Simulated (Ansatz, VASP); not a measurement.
## Two plane-wave programs on Nb

The input INCAR:

```
SYSTEM = Nb
ALGO = Normal ; EDIFF = 1E-7
ENCUT = 520 ; GGA = PE
ISIF = 2 ; ISMEAR = -1
LASPH = .TRUE. ; LCHARG = .FALSE.
LREAL = .FALSE. ; LWAVE = .FALSE.
NBANDS = 12 ; NELM = 100
PREC = Accurate ; SIGMA = 0.05
```

Contents of KPOINTS:

```
k-points
0
G
  16 16 16
  0 0 0
```

The input POSCAR:

```
Nb
1.0
   -1.5973739459      1.5973739459      1.5973739459
    1.5973739459     -1.5973739459      1.5973739459
    1.5973739459      1.5973739459     -1.5973739459
Nb
1
Direct
    0.0000000000      0.0000000000      0.0000000000
```

Input for Ansatz:

```yaml
crystal:
  lattice:
    - [-1.5973739459, 1.5973739459, 1.5973739459]
    - [1.5973739459, -1.5973739459, 1.5973739459]
    - [1.5973739459, 1.5973739459, -1.5973739459]
  atoms:
    - { symbol: Nb, position: [0.0, 0.0, 0.0] }
kpoints:
  mp_grid: { grid: [16, 16, 16] }
scf:
  occupations: { method: fermi_dirac, width: 0.05 }
hamiltonian:
  xc: pbe
  pseudopotentials: { kind: nc }
output:
  forces: true
  stress: true
  eigenvalues: true
```

Change from the starting cell: volume scaled by 0.9, norm-conserving files.

Alike in both runs: task single point; functional PBE; k mesh 16 × 16 × 16; occupations fermi-dirac, width 0.05 eV; no spin polarisation.

|  | VASP | Ansatz |
| --- | --- | --- |
| version | VASP 6.6.1 | Ansatz 0.2.0 |
| potentials or method | VASP PAW PBE potentials, release 64 (Nb_sv) | norm-conserving pseudopotentials, scalar-relativistic |
| plane-wave cutoff (eV) | 520 | 1116 |
| valence electrons in the cell | 13 | 13 |

```tsv
	VASP	Ansatz	Ansatz less VASP
pressure (GPa)	21.7	22.2	+0.44
```

The functional is the same, so the differences come from potentials, cutoffs and numerics.

Caveats: so large a pressure means that the cell lies far from this level's equilibrium, or that cutoff or potentials fall short (VASP).
